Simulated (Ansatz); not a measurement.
## How much do the gradients of Cs2SnI6 depend on the method?

Cell: an entry of the Crystallography Open Database (COD) whose atoms were relaxed with PBE, the cell held.

Space group Fm-3m (No. 225); a = 11.6300 Å.

```
site  Wyckoff  site symmetry       x       y       z
  Cs       8c           -43m  0.2500  0.2500  0.2500
  Sn       4a           m-3m  0.0000  0.0000  0.0000
   I      24e           4m.m  0.2488  0.5000  0.5000
```

One atom of each set is listed; the run and its k-mesh use a cell of 9 atoms with edges of 8.22, 8.22, 8.22 Å.

First run. Level of theory: DFT, PBE, plane waves and PAW, scalar-relativistic, 420 eV cutoff, Γ-centred 5×5×5 k-points, Fermi–Dirac smearing 0.02 eV (Ansatz 0.2.0).

```
site  V_zz (10²¹ V/m²)     η
   I              57.4  0.00
```

Second run. The same atoms and settings, except that the functional is r2SCAN and the cutoff is 500 eV.

Task: What does the second run give?

Result: 

```csv
site,V_zz,η,change of V_zz
I,57.3,0.00,-0.14
```

The largest change of V_zz is on I, from 57.4 to 57.3. Sites without a gradient aren't listed. The first run finds no gap above 0.1 eV, the second does.

Without spin–orbit coupling the gradients at and beside I can be off by some per cent, at some sites by more.
For the first run: The run finds no gap above 0.1 eV (a metal, or nearly one), so the gradients can move by 10 % or more with the k-mesh. Semilocal functionals make gaps too small and can close them, so the real compound need not be a metal.
For the second run: With these PAW files V_zz is typically within 2 to 3 % of all-electron values, but misses above 10 % occur on I. With a gap of 0.2 eV on this mesh, the gradients can still move by some per cent as the k-mesh gets denser.
